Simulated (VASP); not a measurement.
Write the native input for VASP 6.6.1 that does the following.

- Task: relaxation of cell and atoms
- Functional: PBE
- Dispersion: D3(BJ)
- Potentials or basis: VASP PAW PBE potentials, release 64 (Ba_sv, Zr_sv, O)
- Cutoff: 600 eV
- k mesh: 6 × 6 × 6
- Occupations: gaussian, width 0.03 eV
- Spin: no spin polarisation
- Further INCAR settings: ALGO = Normal; EDIFF = 1e-06; IBRION = 2; EDIFFG = -0.01; NSW = 90; ISIF = 3

The structure of BaZrO3 lies in POSCAR:

```
BaZrO3
1.0
    4.1913400000      0.0000000000      0.0000000000
    0.0000000000      4.1913400000      0.0000000000
    0.0000000000      0.0000000000      4.1913400000
Ba Zr O
1 1 3
Direct
    0.0000000000      0.0000000000      0.0000000000
    0.5000000000      0.5000000000      0.5000000000
    0.0000000000      0.5000000000      0.5000000000
    0.5000000000      0.0000000000      0.5000000000
    0.5000000000      0.5000000000      0.0000000000
```

These files were run (other wordings do the same):

INCAR

```
SYSTEM = BaZrO3
ALGO = Normal
EDIFF = 1E-6
EDIFFG = -0.01
ENCUT = 600
GGA = PE
IBRION = 2
ISIF = 3
ISMEAR = 0
IVDW = 12
LASPH = .True.
LCHARG = .False.
LREAL = .False.
LWAVE = .False.
NELM = 80
NSW = 90
PREC = Accurate
SIGMA = 0.03
```

KPOINTS

```
k-points
0
Gamma
  6 6 6
  0 0 0
```

Potentials or basis: VASP PAW PBE potentials, release 64 (Ba_sv, Zr_sv, O).

The run is started by

```bash
$ cat potpaw_PBE.64/Ba_sv/POTCAR potpaw_PBE.64/Zr_sv/POTCAR potpaw_PBE.64/O/POTCAR > POTCAR
$ mpirun -np 1 vasp_std > vasp.out
```

Results of the run:

| Item | Value |
| --- | --- |
| Relaxed volume | 14.93 Å³/atom |
| Relaxed cell | a = 4.211 Å, b = 4.211 Å, c = 4.211 Å, α = 90.00°, β = 90.00°, γ = 90.00° |
| Space group after relaxing (to 0.05 Å) | Pm-3m (No. 221) |
| Energy gained by relaxing | 1.4 meV/atom |
| Ionic steps | 3 |
| Pressure after relaxing | 0.0 GPa |
| Band gap on the k mesh | 3.16 eV, indirect (least direct gap 3.40 eV) |
| Dispersion energy per atom | -0.242 eV |

Caveat: spin-orbit coupling is left out, which moves the levels of the heavy elements.

Run time: 92 s on 1 thread of Intel(R) Xeon(R) Platinum 8375C CPU @ 2.90GHz (Ice Lake), with other jobs on the host, peak memory 0.25 GiB.
